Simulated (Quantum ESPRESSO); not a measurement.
# GaN (F-43m) in Quantum ESPRESSO: a series of runs, part 2 of 2

Quantum ESPRESSO 7.5. Earlier steps stand in the parts before.

### 4 Single point, PBEsol

The input, scf.in:

```
&CONTROL
  calculation = 'scf'
  prefix = 'pwscf'
  outdir = './tmp'
  pseudo_dir = './pseudo'
/
&SYSTEM
  ibrav = 0
  nat = 2
  ntyp = 2
  ecutwfc = 84
  nbnd = 15
  occupations = 'smearing'
  smearing = 'fd'
  degauss = 0.00367493
  force_symmorphic = .true.
/
&ELECTRONS
  conv_thr = 4d-10
  electron_maxstep = 120
  mixing_beta = 0.5
/
ATOMIC_SPECIES
Ga    69.7230 Ga.upf
N     14.0070 N.upf
CELL_PARAMETERS angstrom
   0.0000000000    2.2535006075    2.2535006075
   2.2535006075    0.0000000000    2.2535006075
   2.2535006075    2.2535006075    0.0000000000
ATOMIC_POSITIONS crystal
Ga     0.0000000000    0.0000000000    0.0000000000
N      0.2500000000    0.2500000000    0.2500000000
K_POINTS automatic
20 20 20 0 0 0
```

The input, nscf.in:

```
&CONTROL
  calculation = 'nscf'
  prefix = 'pwscf'
  outdir = './tmp'
  pseudo_dir = './pseudo'
/
&SYSTEM
  ibrav = 0
  nat = 2
  ntyp = 2
  ecutwfc = 84
  nbnd = 39
  occupations = 'fixed'
  force_symmorphic = .true.
/
&ELECTRONS
  conv_thr = 1d-08
  diago_full_acc = .true.
  diago_thr_init = 1d-06
/
ATOMIC_SPECIES
Ga    69.7230 Ga.upf
N     14.0070 N.upf
CELL_PARAMETERS angstrom
   0.0000000000    2.2535006075    2.2535006075
   2.2535006075    0.0000000000    2.2535006075
   2.2535006075    2.2535006075    0.0000000000
ATOMIC_POSITIONS crystal
Ga     0.0000000000    0.0000000000    0.0000000000
N      0.2500000000    0.2500000000    0.2500000000
K_POINTS automatic
20 20 20 0 0 0
```

Potentials or basis: PseudoDojo 0.4.1 SR PBEsol standard.

On the command line:

```bash
> OMP_NUM_THREADS=1 pw.x -in scf.in > scf.out
> OMP_NUM_THREADS=1 pw.x -in nscf.in > nscf.out
```

scf.out:

```text
This program is part of the open-source Quantum ESPRESSO suite
     for quantum simulation of materials; please cite
[... 9 lines left out ...]
     --------------------
     sticks:   dense  smooth     PW     G-vecs:    dense   smooth      PW
     Sum         847     847    253                16145    16145    2733

     Using Slab Decomposition

     bravais-lattice index     =            0
     lattice parameter (alat)  =       6.0224  a.u.
     unit-cell volume          =     154.4542 (a.u.)^3
     number of atoms/cell      =            2
     number of atomic types    =            2
     number of electrons       =        18.00
     number of Kohn-Sham states=           15
     kinetic-energy cutoff     =      84.0000  Ry
     charge density cutoff     =     336.0000  Ry
     scf convergence threshold =      4.0E-10
     mixing beta               =       0.5000
     number of iterations used =            8  plain     mixing
     Exchange-correlation= PBESOL
                           (   1   4  10   8   0   0   0)

     celldm(1)=   6.022427  celldm(2)=   0.000000  celldm(3)=   0.000000
     celldm(4)=   0.000000  celldm(5)=   0.000000  celldm(6)=   0.000000

     crystal axes: (cart. coord. in units of alat)
               a(1) = (   0.000000   0.707107   0.707107 )
               a(2) = (   0.707107   0.000000   0.707107 )
               a(3) = (   0.707107   0.707107   0.000000 )

     reciprocal axes: (cart. coord. in units 2 pi/alat)
               b(1) = ( -0.707107  0.707107  0.707107 )
               b(2) = (  0.707107 -0.707107  0.707107 )
               b(3) = (  0.707107  0.707107 -0.707107 )

     PseudoPot. # 1 for Ga read from file:
     Ga.upf
     Pseudo is Norm-conserving + core correction, Zval = 13.0
     Generated using ONCVPSP code by D. R. Hamann
     Using radial grid of 1902 points,  6 beta functions with:
                l(1) =   0
                l(2) =   0
                l(3) =   1
                l(4) =   1
                l(5) =   2
                l(6) =   2

     PseudoPot. # 2 for N  read from file:
     N.upf
     Pseudo is Norm-conserving + core correction, Zval =  5.0
     Generated using ONCVPSP code by D. R. Hamann
     Using radial grid of 1058 points,  4 beta functions with:
                l(1) =   0
                l(2) =   0
                l(3) =   1
                l(4) =   1

     atomic species   valence    mass     pseudopotential
     Ga               13.00    69.72300     Ga( 1.00)
     N                 5.00    14.00700     N ( 1.00)

     24 Sym. Ops. (no inversion) found

   Cartesian axes

     site n.     atom                  positions (alat units)
         1        Ga     tau(   1) = (   0.0000000   0.0000000   0.0000000  )
         2        N      tau(   2) = (   0.3535534   0.3535534   0.3535534  )

     number of k points=   256  Fermi-Dirac smearing, width (Ry)=  0.0037

     Number of k-points >= 100: set verbosity='high' to print them.

     Dense  grid:    16145 G-vectors     FFT dimensions: (  36,  36,  36)

     Initial potential from superposition of free atoms

     starting charge      17.9975, renormalised to      18.0000
     Starting wfcs are   13 randomized atomic wfcs +    2 random wfcs

     Self-consistent Calculation

     iteration #  1     ecut=    84.00 Ry     beta= 0.50
     Davidson diagonalization with overlap
     ethr =  1.00E-02,  avg # of iterations =  5.3

     total energy              =    -173.30580158 Ry
     estimated scf accuracy    <       0.47267896 Ry

     iteration #  2     ecut=    84.00 Ry     beta= 0.50
     Davidson diagonalization with overlap
     ethr =  2.63E-03,  avg # of iterations =  2.0

     total energy              =    -173.44429336 Ry
     estimated scf accuracy    <       0.09454718 Ry

     iteration #  3     ecut=    84.00 Ry     beta= 0.50
     Davidson diagonalization with overlap
     ethr =  5.25E-04,  avg # of iterations =  2.0

     negative rho (up, down):  2.348E-07 0.000E+00

     total energy              =    -173.46037685 Ry
     estimated scf accuracy    <       0.00295939 Ry

     iteration #  4     ecut=    84.00 Ry     beta= 0.50
     Davidson diagonalization with overlap
     ethr =  1.64E-05,  avg # of iterations =  4.7

     total energy              =    -173.46064479 Ry
     estimated scf accuracy    <       0.00029338 Ry

     iteration #  5     ecut=    84.00 Ry     beta= 0.50
     Davidson diagonalization with overlap
     ethr =  1.63E-06,  avg # of iterations =  2.3

     total energy              =    -173.46066195 Ry
     estimated scf accuracy    <       0.00001553 Ry

     iteration #  6     ecut=    84.00 Ry     beta= 0.50
     Davidson diagonalization with overlap
     ethr =  8.63E-08,  avg # of iterations =  2.1

     total energy              =    -173.46066646 Ry
     estimated scf accuracy    <       0.00000355 Ry

     iteration #  7     ecut=    84.00 Ry     beta= 0.50
     Davidson diagonalization with overlap
     ethr =  1.97E-08,  avg # of iterations =  1.0

     total energy              =    -173.46066662 Ry
     estimated scf accuracy    <       0.00000041 Ry

     iteration #  8     ecut=    84.00 Ry     beta= 0.50
     Davidson diagonalization with overlap
     ethr =  2.27E-09,  avg # of iterations =  2.0

     total energy              =    -173.46066666 Ry
     estimated scf accuracy    <       0.00000002 Ry

     iteration #  9     ecut=    84.00 Ry     beta= 0.50
     Davidson diagonalization with overlap
     ethr =  8.66E-11,  avg # of iterations =  2.5

     End of self-consistent calculation

     Number of k-points >= 100: set verbosity='high' to print the bands.

     the Fermi energy is    11.4274 ev

!    total energy              =    -173.46066666 Ry
     estimated scf accuracy    <          1.6E-10 Ry
     smearing contrib. (-TS)   =      -0.00000000 Ry
     internal energy E=F+TS    =    -173.46066666 Ry

     The total energy is F=E-TS. E is the sum of the following terms:
     one-electron contribution =     -52.75718665 Ry
     hartree contribution      =      43.55900512 Ry
     xc contribution           =     -47.58816802 Ry
     ewald contribution        =    -116.67431711 Ry

     convergence has been achieved in   9 iterations

=------------------------------------------------------------------------------=
   JOB DONE.
=------------------------------------------------------------------------------=
```

Run time: 3 min. Hardware: 1 thread of Arm Neoverse V2, shared host; peak memory 0.16 GiB.

What came out:

* Band gap on the k mesh, mean-field level: 1.71 eV, direct

### 5 Summary

```tsv
level	potentials or basis	spin	k mesh	k mesh of the self-consistent run	mesh quality	gap on the mesh (eV)
PBEsol	PseudoDojo 0.4 FR PBEsol standard	non-collinear, zero start, SOC	4 × 4 × 4	10 × 10 × 10	coarse	1.70
PBE	PseudoDojo 0.4.1 SR PBE standard	off	12 × 12 × 12	12 × 12 × 12	not flagged	1.76
PBEsol	PseudoDojo 0.4.1 SR PBEsol standard	off	20 × 20 × 20	20 × 20 × 20	not flagged	1.71
```

Alike in all rows: task single point; cell as given; cutoff (eV) 1143; smearing fixed.

Caveats: some runs use coarse meshes.

Absolute energies hang on the potentials; compare differences alone.

### 6 Comparison with measurements

Step 3. Measured gap of GaN: 3.299 eV (direct; 0 K; a printed reference work, textbook). This calculation gives 1.76 eV (-1.54 eV). Spin-orbit coupling on Ga is left out. The value is that of PBE, without temperature or zero-point motion. Semilocal functionals fall short of measured gaps as a rule. The cell is a database's relaxed one, not the measured one, which moves gaps too.

Step 4. A measured gap of GaN is 3.299 eV (direct; 0 K; a printed reference work, textbook); the calculated 1.71 eV misses it by -1.59 eV. Spin-orbit coupling on Ga is left out. The value is that of PBEsol on a finite k mesh, which can miss the band edges, without temperature or zero-point motion. Semilocal functionals fall short of measured gaps as a rule. The cell is a database's relaxed one, not the measured one, which moves gaps too.
